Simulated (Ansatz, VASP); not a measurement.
**Two plane-wave programs on MgO (vib)**

```
CELL_PARAMETERS angstrom
0.00000 2.08035 2.08035
2.08035 0.00000 2.08035
2.08035 2.08035 0.00000
ATOMIC_POSITIONS crystal
Mg 0.00000 0.00000 0.00000
O 0.50000 0.50000 0.50000
```

Alike in both runs: functional LDA; k mesh 8 × 8 × 8; occupations gaussian, width 0.02 eV; no spin polarisation.

Ansatz relaxed the structure, and its values are those at the end. VASP's run is a single point on that final structure, the one shown.

|  | VASP | Ansatz |
| --- | --- | --- |
| version | VASP 6.6.1 | Ansatz 0.2.0 |
| potentials or method | VASP PAW LDA potentials, release 64 (Mg, O) | scalar-relativistic, plane waves, PAW |
| plane-wave cutoff (eV) | 520 | 420 |
| valence electrons in the cell | 8 | 16 |

|  | VASP | Ansatz | Ansatz less VASP |
| --- | --- | --- | --- |
| gap on the k mesh at the Fermi level (eV) | 5.02 | 5.03 | +0.005 |
| least direct gap on the mesh (eV) | 5.02 | 5.03 | +0.005 |
| pressure (GPa) | -1.9 | 0.0 | +1.86 |

The two sets of potentials don't hold the same shells in valence. Ansatz warned: «pseudo_functional_mismatch».

LDA gaps usually lie below the measured ones, often by a third to a half.
